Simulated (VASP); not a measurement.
Here is a VASP 6.6.1 calculation.

Contents of INCAR:

```
  PREC = Accurate
  ENCUT = 520
  EDIFF = 1E-6
  ISMEAR = 0
  SIGMA = 0.15
  LREAL = F
  LASPH = T
  NELM = 100
  ALGO = Fast
  ISIF = 2
  LWAVE = F
  LCHARG = F
  GGA = PE
  NBANDS = 11
```

The input KPOINTS:

```
regular mesh
0
Gamma
  16 16 16
```

Contents of POSCAR:

```
Ca
1.0
   -2.2491271998      2.2052049036      2.2402189081
    2.1612826074     -2.2052049036      2.1520107119
    2.2491271998      2.2052049036     -2.2402189081
Ca
1
Direct
    0.5000000000      0.5000000000      0.0000000000
```

Potentials or basis: VASP PAW PBE potentials, release 64 (Ca_sv).

Run with:

```console
$ cat potpaw_PBE.64/Ca_sv/POTCAR > POTCAR
$ mpirun -np 1 vasp_std > vasp.out
```

Predict the pressure.

-0.2 GPa.

Estimate the band gap on the k mesh.

none (metal or under the smearing width).

Stress tensor (GPa, compression positive):
```
-0.19  0.00  0.56
 0.00 -0.16  0.00
 0.56  0.00 -0.19
```
